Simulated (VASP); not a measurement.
Set up this calculation in VASP 6.6.1, as the native input.

```yaml
Task: relaxation of cell and atoms
Functional: PBEsol
Potentials_or_basis: VASP PAW PBE potentials, release 64 (In_d, Sb)
Cutoff: 600 eV
k_mesh: 10 × 10 × 10
Occupations: gaussian, width 0.03 eV
Spin: no spin polarisation
Further_INCAR_settings: ALGO = Normal; EDIFF = 1e-06; IBRION = 2; EDIFFG = -0.01; NSW = 90; ISIF = 3
```

The structure of InSb lies in POSCAR:

```
InSb
1.0
    0.0000000000      3.2391000000      3.2391000000
    3.2391000000      0.0000000000      3.2391000000
    3.2391000000      3.2391000000      0.0000000000
In Sb
1 1
Direct
    0.0000000000      0.0000000000      0.0000000000
    0.2500000000      0.2500000000      0.2500000000
```

The cell was built by a generator and needn't be a form met in nature.

These files were run (other wordings do the same):

INCAR

```
SYSTEM = InSb
PREC = Accurate
ENCUT = 600
EDIFF = 1E-6
ISMEAR = 0
SIGMA = 0.03
LREAL = .False.
LASPH = .True.
NELM = 80
ALGO = Normal
ISIF = 3
LWAVE = .False.
LCHARG = .False.
GGA = PS
IBRION = 2
NSW = 90
EDIFFG = -0.01
```

KPOINTS

```
regular mesh
0
Gamma
  10 10 10
  0 0 0
```

Potentials or basis: VASP PAW PBE potentials, release 64 (In_d, Sb).

The run is started by

```bash
$ cat potpaw_PBE.64/In_d/POTCAR potpaw_PBE.64/Sb/POTCAR > POTCAR
$ mpirun -np 1 vasp_std > vasp.out
```

It gave:

```json
{"Relaxed volume": "34.66 Å³/atom", "Relaxed cell": "a = 4.611 Å, b = 4.611 Å, c = 4.611 Å, α = 60.00°, β = 60.00°, γ = 60.00°", "Space group after relaxing (to 0.05 Å)": "F-43m (No. 216)", "Energy gained by relaxing": "1.8 meV/atom", "Ionic steps": "3", "Pressure after relaxing": "0.0 GPa", "Band gap on the k mesh": "none (metal or under the smearing width)"}
```

Caveat: the PAW data sets were made with another functional, which shifts forces and pressure a little; this crystal is a semiconductor, whose small gap the functional closes, so the metal is an error of the method.

Wall time 100 s on 1 thread of Intel(R) Xeon(R) Platinum 8488C (Sapphire Rapids), on a shared host, peak memory 0.27 GiB.
